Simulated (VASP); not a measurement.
# EuO (Fm-3m) in VASP: further runs, part 2 of 2

VASP 6.6.1. The steps go on from the part before.

## Step 3: Density of states, PBE+U, collinear spin, ferromagnetic start

This run uses another cell than the first one, of 17.34 Å³/atom, 1.019 times its volume.

Contents of POSCAR:

```
EuO
1.0
    0.0000000000      2.5882963130      2.5882963130
    2.5882963130      0.0000000000      2.5882963130
    2.5882963130      2.5882963130      0.0000000000
Eu O
1 1
Direct
    0.0000000000      0.0000000000      0.0000000000
    0.5000000000      0.5000000000      0.5000000000
```

Contents of INCAR.step1:

```
SYSTEM = EuO
ALGO = Normal ; EDIFF = 1E-6
ENCUT = 520 ; GGA = PE
GGA_COMPAT = .False. ; ISIF = 2
ISMEAR = 0 ; ISPIN = 2
LASPH = .True. ; LCHARG = .True.
LDAU = .True. ; LDAUJ = 0 0
LDAUL = 3 -1 ; LDAUPRINT = 1
LDAUTYPE = 2 ; LDAUU = 6 0
LMAXMIX = 6 ; LORBIT = 11
LREAL = .False. ; LWAVE = .False.
MAGMOM = 7.44 0 ; NBANDS = 22
NEDOS = 2001 ; NELM = 200
PREC = Accurate ; SIGMA = 0.05
```

Contents of KPOINTS.step1:

```
k-points
0
Gamma
  10 10 10
  0 0 0
```

Contents of INCAR.step2:

```
SYSTEM = EuO
ALGO = Normal ; EDIFF = 1E-6
ENCUT = 520 ; GGA = PE
GGA_COMPAT = .False. ; ICHARG = 11
ISIF = 2 ; ISMEAR = -5
ISPIN = 2 ; LASPH = .True.
LCHARG = .False. ; LDAU = .True.
LDAUJ = 0 0 ; LDAUL = 3 -1
LDAUPRINT = 1 ; LDAUTYPE = 2
LDAUU = 6 0 ; LMAXMIX = 6
LORBIT = 11 ; LREAL = .False.
LWAVE = .False. ; MAGMOM = 7.44 0
NEDOS = 1001 ; NELM = 200
PREC = Accurate ; SIGMA = 0.05
```

Contents of KPOINTS.step2:

```
k-points
0
Gamma
  15 15 15
  0 0 0
```

Potentials or basis: VASP PAW PBE potentials, release 64 (Eu, O).

The run is started by

```console
cat potpaw_PBE.64/Eu/POTCAR potpaw_PBE.64/O/POTCAR > POTCAR
cp INCAR.step1 INCAR
cp KPOINTS.step1 KPOINTS
mpirun -np 1 vasp_std > vasp.out
cp INCAR.step2 INCAR
cp KPOINTS.step2 KPOINTS
mpirun -np 1 vasp_std > vasp.out
```

OUTCAR:

```text
SYSTEM = EuO
   EDIFF = 1E-6
   ENCUT = 520
   GGA = PE
   ICHARG = 11
   ISIF = 2
   ISMEAR = -5
   ISPIN = 2
   LASPH = .True.
   LORBIT = 11
   LREAL = .False.
   NELM = 200
   PREC = Accurate

 ion  position               nearest neighbor table
   1  0.000  0.000  0.000-   2 2.59   2 2.59   2 2.59   2 2.59   2 2.59   2 2.59
   2  0.500  0.500  0.500-   1 2.59   1 2.59   1 2.59   1 2.59   1 2.59   1 2.59

  LATTYP: Found a face centered cubic cell.
 ALAT       =     5.1765926260

  Lattice vectors:

 A1 = (   0.0000000000,   2.5882963130,   2.5882963130)
 A2 = (   2.5882963130,   0.0000000000,   2.5882963130)
 A3 = (   2.5882963130,   2.5882963130,   0.0000000000)

Analysis of symmetry for initial positions (statically):
=====================================================================
 Subroutine PRICEL returns:
 Original cell was already a primitive cell.

 Routine SETGRP: Setting up the symmetry group for a
 face centered cubic supercell.

 Subroutine GETGRP returns: Found 48 space group operations
[... 236 lines left out ...]
      1     -36.1455      1.00000
      2     -14.7390      1.00000
      3     -14.7390      1.00000
      4     -14.7390      1.00000
      5     -14.0196      1.00000
      6       0.5942      1.00000
[... 1049 lines left out ...]
     18      13.6318      0.00000
     19      13.6974      0.00000

 [... further k-points ...]
[... 5 lines left out ...]
  --------------------------------------------------------------------------------------
  -------------------------------------------------------------------------------------
  Total       -0.0834631     -0.0834631     -0.0834631      0.0000000     -0.0000000      0.0000000
  in kB       -3.8559654     -3.8559654     -3.8559654      0.0000000     -0.0000000      0.0000000
  external PRESSURE =      -3.8559654 kB  Pullay stress =       0.0000000 kB

 VOLUME and BASIS-vectors are now :
 -----------------------------------------------------------------------------
  energy-cutoff  :      520.00
  volume of cell :       34.68
      direct lattice vectors                 reciprocal lattice vectors
     0.000000000  2.588296313  2.588296313    -0.193177264  0.193177264  0.193177264
     2.588296313  0.000000000  2.588296313     0.193177264 -0.193177264  0.193177264
     2.588296313  2.588296313  0.000000000     0.193177264  0.193177264 -0.193177264

 POSITION                                       TOTAL-FORCE (eV/Angst)
 -----------------------------------------------------------------------------------
      0.00000      0.00000      0.00000         0.000000      0.000000      0.000000
      2.58830      2.58830      2.58830        -0.000000     -0.000000     -0.000000
 -----------------------------------------------------------------------------------
    total drift:                                0.000000      0.000000      0.000000

  FREE ENERGIE OF THE ION-ELECTRON SYSTEM (eV)
  ---------------------------------------------------
  free  energy   TOTEN  =       -21.1324918022 eV

  energy  without entropy=      -21.1324918022  energy(sigma->0) =      -21.13249180

 total charge

# of ion       s       p       d       f       tot
--------------------------------------------------
    1        2.032   5.801   0.291   6.821  14.945
    2        1.554   3.400   0.000   0.000   4.954
--------------------------------------------------
tot          3.586   9.200   0.291   6.821  19.899

 magnetization (x)

# of ion       s       p       d       f       tot
--------------------------------------------------
    1       -0.014  -0.114   0.067   6.790   6.728
    2       -0.004  -0.087   0.000   0.000  -0.092
--------------------------------------------------
tot         -0.019  -0.202   0.067   6.790   6.636
```

Wall time 3.6 min (1 thread of AMD EPYC 7R13 (Zen 3), shared host); peak memory 0.25 GiB.

What came out:

- Net moment: 7.00 μB per cell
- Site moments: Eu +6.73; O -0.09 μB
- Valence electrons inside the program's atomic spheres: Eu 14.95; O 4.95

Eigenvalues of the final occupation matrices:
```
    site  spin  trace                         eigenvalues
site 1 f     1   6.81  0.96 0.97 0.97 0.97 0.98 0.98 0.98
site 1 f     2   0.02  0.00 0.00 0.00 0.00 0.00 0.00 0.00
```

Caveat: spin-orbit coupling is left out, which moves the levels of the heavy elements; a cell with one magnetic atom can't hold antiferromagnetic order, which such compounds often take. The state reached can hang on the start; a lower one may exist.

## Step 4: Against experiment

Step 2. Measured gap of EuO: 1.115 eV (optical; 300 K; a printed reference work, monograph). This calculation gives 0.00 eV (-1.11 eV). So large a miss can be the level of theory's own, or it may mean another phase, state or a wrong row. Spin-orbit coupling on Eu is left out. The value is that of PBE+U on a finite k mesh, which can miss the band edges, without temperature or zero-point motion. The run's magnetic order (collinear spin, ferromagnetic start) needn't be the measured crystal's.
